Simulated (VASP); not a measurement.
# N (Pa-3) in VASP: a series of runs

One crystal, N, is run at these levels: LDA, PBE; tasks: dielectric tensor, equation of state.

All numbers are computed with VASP 6.6.1; they aren't measurements. Logs are shortened: lines on timing, memory, paths and dates and some standing lists are left out, and cuts for length are marked.

### 1 The crystal as given

Symmetry: Pa-3, No. 205, cubic system. The conventional cell has a = 5.561 Å, b = 5.561 Å, c = 5.561 Å, α = 90.00°, β = 90.00°, γ = 90.00°. N (site symmetry 3) has 1 N at 1.11 Å as nearest neighbours.

### 2 Dielectric tensor, LDA

Contents of INCAR:

```
ALGO = Normal
EDIFF = 1E-8
ENCUT = 520
ISIF = 2
ISMEAR = 0
KPAR = 4
LASPH = T
LCHARG = F
LEPSILON = T
LREAL = F
LWAVE = F
NELM = 60
PREC = Accurate
SIGMA = 0.02
```

Contents of KPOINTS:

```
k-points
0
Gamma
  6 6 6
```

Contents of POSCAR:

```
N
1.0
    5.5605176600      0.0000000000      0.0000000000
    0.0000000000      5.5605176600      0.0000000000
    0.0000000000      0.0000000000      5.5605176600
N
8
Direct
    0.0573973300      0.4426026700      0.5573973300
    0.4426026700      0.5573973300      0.0573973300
    0.5573973300      0.0573973300      0.4426026700
    0.9426026700      0.9426026700      0.9426026700
    0.9426026700      0.5573973300      0.4426026700
    0.5573973300      0.4426026700      0.9426026700
    0.4426026700      0.9426026700      0.5573973300
    0.0573973300      0.0573973300      0.0573973300
```

Potentials or basis: VASP PAW LDA potentials, release 64 (N).

Launch:

```bash
$ cat potpaw_LDA.64/N/POTCAR > POTCAR
$ mpirun -np 4 vasp_std > vasp.out
```

OUTCAR:

```text
EDIFF = 1E-8
   ENCUT = 520
   ISIF = 2
   ISMEAR = 0
   LASPH = T
   LEPSILON = T
   LREAL = F
   NELM = 60
   PREC = Accurate

 ion  position               nearest neighbor table
   1  0.057  0.443  0.557-   5 1.11
   2  0.443  0.557  0.057-   6 1.11
   3  0.557  0.057  0.443-   7 1.11
   4  0.943  0.943  0.943-   8 1.11
   5  0.943  0.557  0.443-   1 1.11
   6  0.557  0.443  0.943-   2 1.11
   7  0.443  0.943  0.557-   3 1.11
   8  0.057  0.057  0.057-   4 1.11

  LATTYP: Found a simple cubic cell.
 ALAT       =     5.5605176600

  Lattice vectors:

 A1 = (   5.5605176600,   0.0000000000,   0.0000000000)
 A2 = (   0.0000000000,   5.5605176600,   0.0000000000)
 A3 = (   0.0000000000,   0.0000000000,   5.5605176600)

Analysis of symmetry for initial positions (statically):
=====================================================================
 Subroutine PRICEL returns:
 Original cell was already a primitive cell.

 Routine SETGRP: Setting up the symmetry group for a
 simple cubic supercell.

 Subroutine GETGRP returns: Found 24 space group operations
 (whereof  6 operations were pure point group operations)
 out of a pool of 48 trial point group operations.

The static configuration has the point symmetry S_6 .
 The point group associated with its full space group is T_h .

Analysis of symmetry for dynamics (positions and initial velocities):
=====================================================================
 Subroutine PRICEL returns:
 Original cell was already a primitive cell.

 Routine SETGRP: Setting up the symmetry group for a
 simple cubic supercell.

 Subroutine GETGRP returns: Found 24 space group operations
 (whereof  6 operations were pure point group operations)
 out of a pool of 48 trial point group operations.

The dynamic configuration has the point symmetry S_6 .
 The point group associated with its full space group is T_h .

 Subroutine INISYM returns: Found 24 space group operations
 (whereof  6 operations are pure point group operations),
 and found     1 'primitive' translations

----------------------------------------------------------------------------------------

                                     Primitive cell

  volume of cell :     171.9276

  direct lattice vectors                    reciprocal lattice vectors
     5.560517660  0.000000000  0.000000000     0.179839371  0.000000000  0.000000000
     0.000000000  5.560517660  0.000000000     0.000000000  0.179839371  0.000000000
     0.000000000  0.000000000  5.560517660     0.000000000  0.000000000  0.179839371

  length of vectors
     5.560517660  5.560517660  5.560517660     0.179839371  0.179839371  0.179839371

  position of ions in fractional coordinates (direct lattice)
     0.057397330  0.442602670  0.557397330
     0.442602670  0.557397330  0.057397330
     0.557397330  0.057397330  0.442602670
     0.942602670  0.942602670  0.942602670
     0.942602670  0.557397330  0.442602670
     0.557397330  0.442602670  0.942602670
     0.442602670  0.942602670  0.557397330
     0.057397330  0.057397330  0.057397330

  ion indices of the primitive-cell ions
   primitive index   ion index
                 1           1
                 2           2
                 3           3
                 4           4
                 5           5
                 6           6
                 7           7
                 8           8

----------------------------------------------------------------------------------------

 KPOINTS: k-points

Automatic generation of k-mesh.
 Grid dimensions read from file:
 generate k-points for:    6    6    6

 Generating k-lattice:

  Cartesian coordinates                     Fractional coordinates (reciprocal lattice)
     0.029973229  0.000000000  0.000000000     0.166666667  0.000000000  0.000000000
     0.000000000  0.029973229  0.000000000     0.000000000  0.166666667  0.000000000
     0.000000000  0.000000000  0.029973229     0.000000000  0.000000000  0.166666667

  Length of vectors
     0.029973229  0.029973229  0.029973229

  Shift w.r.t. Gamma in fractional coordinates (k-lattice)
     0.000000000  0.000000000  0.000000000

 Subroutine IBZKPT returns following result:
 ===========================================

 Found     24 irreducible k-points:

 Following reciprocal coordinates:
            Coordinates               Weight
  0.000000  0.000000  0.000000      1.000000
  0.166667  0.000000  0.000000      6.000000
[... 57 lines left out ...]
   IALGO  =     38    algorithm
   IMIX   =      4    mixing-type and parameters
     AMIX     =   0.40;   BMIX     =  1.00
     AMIX_MAG =   1.60;   BMIX_MAG =  1.00
  volume/ion in A,a.u.               =      21.49       145.03
  Fermi-wavevector in a.u.,A,eV,Ry     =   1.006884  1.902736 13.793806  1.013816
  Thomas-Fermi vector in A             =   2.139655
   LORBIT       =      0    0 simple, 1 ext, 2 COOP (PROOUT), +10 PAW based schemes
   GGA     = CA    functional components
   LHFCALC =     F    Hartree Fock is set to
   AEXX    =    0.0000 exact exchange contribution
   IVDW    =     0    specifies the selected vdW correction
   LEPSILON=     T    determine dielectric tensor
   LRPA    =     F    only Hartree local field effects (RPA)
 non-spin polarized calculation
 Gauss-broadening in eV      SIGMA  =   0.02
  energy-cutoff  :      520.00
  volume of cell :      171.93
 maximum number of plane-waves:      4680
 NGX is ok and might be reduce to    42
   NGX = 21   NGY = 21   NGZ = 21

--------------------------------------- Ionic step        1  -------------------------------------------

 number of electron      40.0000006 magnetization

 E-fermi :  -6.3861     XC(G=0):  -7.1885

 val. band max:       -6.4970393173   @ k =   0.5000   0.0000   0.0000
 cond. band min:       0.5530925348   @ k =   0.0000   0.0000   0.0000
 fundamental gap:      7.0501318522
 Fermi energy:        -6.3861024436

 k-point     1 :       0.0000    0.0000    0.0000
  band No.  band energies     occupation
      1     -24.7157      2.00000
      2     -24.6476      2.00000
      3     -24.6476      2.00000
      4     -24.6476      2.00000
      5      -9.9262      2.00000
      6      -9.9262      2.00000
[... 661 lines left out ...]
     24       1.2423      0.00000
     25       1.4573      0.00000

  FORCE on cell =-STRESS in cart. coord.  units (eV):
  Direction    XX          YY          ZZ          XY          YZ          ZX
  --------------------------------------------------------------------------------------
  -------------------------------------------------------------------------------------
  Total       -1.2561370     -1.2561370     -1.2561370     -0.0000000      0.0000000      0.0000000
  in kB      -11.7058221    -11.7058221    -11.7058221     -0.0000000      0.0000000      0.0000000
  external PRESSURE =     -11.7058221 kB  Pullay stress =       0.0000000 kB

 VOLUME and BASIS-vectors are now :
 -----------------------------------------------------------------------------
  energy-cutoff  :      520.00
  volume of cell :      171.93
      direct lattice vectors                 reciprocal lattice vectors
     5.560517660  0.000000000  0.000000000     0.179839371  0.000000000  0.000000000
     0.000000000  5.560517660  0.000000000     0.000000000  0.179839371  0.000000000
     0.000000000  0.000000000  5.560517660     0.000000000  0.000000000  0.179839371

 POSITION                                       TOTAL-FORCE (eV/Angst)
 -----------------------------------------------------------------------------------
      0.31916      2.46110      3.09942        -0.216888      0.216888     -0.216888
      2.46110      3.09942      0.31916         0.216888     -0.216888     -0.216888
      3.09942      0.31916      2.46110        -0.216888     -0.216888      0.216888
      5.24136      5.24136      5.24136         0.216888      0.216888      0.216888
      5.24136      3.09942      2.46110         0.216888     -0.216888      0.216888
      3.09942      2.46110      5.24136        -0.216888      0.216888      0.216888
      2.46110      5.24136      3.09942         0.216888      0.216888     -0.216888
      0.31916      0.31916      0.31916        -0.216888     -0.216888     -0.216888
 -----------------------------------------------------------------------------------
    total drift:                               -0.000000      0.000000      0.000000

  FREE ENERGIE OF THE ION-ELECTRON SYSTEM (eV)
  ---------------------------------------------------
  free  energy   TOTEN  =       -70.3938723323 eV

  energy  without entropy=      -70.3938723323  energy(sigma->0) =      -70.39387233

 HEAD OF MICROSCOPIC STATIC DIELECTRIC TENSOR (INDEPENDENT PARTICLE, excluding Hartree and local field effects)
 ------------------------------------------------------
           1.987912     0.000000    -0.000000
           0.000000     1.987912    -0.000000
           0.000000     0.000000     1.987912
 ------------------------------------------------------

 Free energy of the ion-electron system (eV)
  ---------------------------------------------------
  ---------------------------------------------------
  free energy    TOTEN  =        -0.33454720 eV

  energy without entropy =       -0.33454720

------------------------ aborting loop because EDIFF is reached ----------------------------------------

--------------------------------------- Ionic step        2  -------------------------------------------

------------------------ aborting loop because EDIFF is reached ----------------------------------------

--------------------------------------- Ionic step        3  -------------------------------------------

 Free energy of the ion-electron system (eV)
  ---------------------------------------------------
  ---------------------------------------------------
  free energy    TOTEN  =        -0.33454163 eV

  energy without entropy =       -0.33454163

------------------------ aborting loop because EDIFF is reached ----------------------------------------

 PIEZOELECTRIC TENSOR FIELD DIRECTION 3  (e Angst)
 -----------------------------------------------------------------------------
    -0.00007  0.00000  0.00000           (  0.00000  0.00000  0.00000)
     0.00000  0.00009  0.00000           (  0.00000  0.00000  0.00000)
     0.00000  0.00000 -0.00022           (  0.00000  0.00000 -0.00000)

 PIEZOELECTRIC TENSOR FIELD DIRECTION 3  (C/m^2)
 -----------------------------------------------------------------------------
    -0.00001  0.00000  0.00000
     0.00000  0.00001  0.00000
     0.00000  0.00000 -0.00002

 MACROSCOPIC STATIC DIELECTRIC TENSOR (including local field effects in DFT)
 ------------------------------------------------------
           1.648331     0.000000     0.000000
           0.000000     1.648331    -0.000000
           0.000000    -0.000000     1.648331
 ------------------------------------------------------

 PIEZOELECTRIC TENSOR (including local field effects)  for field in x, y, z        (e  Angst)
          XX          YY          ZZ          XY          YZ          ZX
  --------------------------------------------------------------------------------
  x     0.00000     0.00000     0.00000     0.00000     0.00000     0.00000
  y     0.00000     0.00000     0.00000     0.00000     0.00000     0.00000
  z     0.00000     0.00000     0.00000     0.00000     0.00000     0.00000

 PIEZOELECTRIC TENSOR (including local field effects)  for field in x, y, z        (C/m^2)
          XX          YY          ZZ          XY          YZ          ZX
  --------------------------------------------------------------------------------
  x     0.00000     0.00000     0.00000     0.00000     0.00000     0.00000
  y     0.00000     0.00000     0.00000     0.00000     0.00000     0.00000
  z     0.00000     0.00000     0.00000     0.00000     0.00000     0.00000

 BORN EFFECTIVE CHARGES (including local field effects) (in |e|, cummulative output)
 ---------------------------------------------------------------------------------
 ion    1
    1     0.00000     0.00605    -0.00343
    2     0.00343     0.00000     0.00605
    3    -0.00605     0.00343     0.00000
 ion    2
    1     0.00000     0.00605     0.00343
    2     0.00343     0.00000    -0.00605
    3     0.00605    -0.00343     0.00000
 ion    3
    1     0.00000    -0.00605     0.00343
    2    -0.00343     0.00000     0.00605
    3     0.00605     0.00343     0.00000
 ion    4
    1     0.00000    -0.00605    -0.00343
    2    -0.00343     0.00000    -0.00605
    3    -0.00605    -0.00343     0.00000
 ion    5
    1     0.00000     0.00605    -0.00343
    2     0.00343     0.00000     0.00605
    3    -0.00605     0.00343     0.00000
 ion    6
    1     0.00000     0.00605     0.00343
    2     0.00343     0.00000    -0.00605
    3     0.00605    -0.00343     0.00000
 ion    7
    1     0.00000    -0.00605     0.00343
    2    -0.00343     0.00000     0.00605
    3     0.00605     0.00343     0.00000
 ion    8
    1     0.00000    -0.00605    -0.00343
    2    -0.00343     0.00000    -0.00605
    3    -0.00605    -0.00343     0.00000
```

Wall time 9.8 min (4 MPI ranks of Intel Xeon Platinum 8259CL at 2.50GHz (Skylake/Cascade Lake), shared host); peak memory 0.65 GiB.

What came out:

```yaml
Band_gap_on_the_k_mesh: 7.05 eV, indirect (least direct gap 7.08 eV)
Electronic_dielectric_tensor_diagonal: 1.65
Born_charges_mean_of_the_diagonal: N +0.00 e
```

Levels at points of the mesh, in eV from the valence-band top:
| k point | band 17 | band 18 | band 19 | band 20 | band 21 | band 22 | band 23 | band 24 |
| --- | --- | --- | --- | --- | --- | --- | --- | --- |
| (0.00, 0.00, 0.00) | -1.06 | -0.03 | -0.03 | -0.03 | 7.05 | 7.05 | 7.05 | 7.99 |
| (0.50, 0.00, 0.00) | -0.35 | -0.35 | 0.00 | 0.00 | 7.34 | 7.34 | 7.74 | 7.74 |
| (0.50, 0.50, 0.00) | -0.19 | -0.19 | -0.19 | -0.19 | 7.73 | 7.73 | 7.74 | 7.74 |
| (0.50, 0.50, 0.50) | -0.27 | -0.27 | -0.27 | -0.27 | 7.73 | 7.73 | 7.73 | 7.74 |

Electronic dielectric tensor:
```
1.65 0.00 0.00
0.00 1.65 0.00
0.00 0.00 1.65
```

Born effective charge tensors (e):
atom 1, N
```
 0.00  0.01  0.00
 0.00  0.00  0.01
-0.01  0.00  0.00
```
atom 2, N
```
 0.00  0.01  0.00
 0.00  0.00 -0.01
 0.01  0.00  0.00
```
atom 3, N
```
 0.00 -0.01  0.00
 0.00  0.00  0.01
 0.01  0.00  0.00
```
atom 4, N
```
 0.00 -0.01  0.00
 0.00  0.00 -0.01
-0.01  0.00  0.00
```
atom 5, N
```
 0.00  0.01  0.00
 0.00  0.00  0.01
-0.01  0.00  0.00
```
atom 6, N
```
 0.00  0.01  0.00
 0.00  0.00 -0.01
 0.01  0.00  0.00
```
atom 7, N
```
 0.00 -0.01  0.00
 0.00  0.00  0.01
 0.01  0.00  0.00
```
atom 8, N
```
 0.00 -0.01  0.00
 0.00  0.00 -0.01
-0.01  0.00  0.00
```

Caveat: the standard files for N, O and F lose accuracy on very short bonds. A k mesh can miss the band edges.

(Continued in part 2 of 2.)
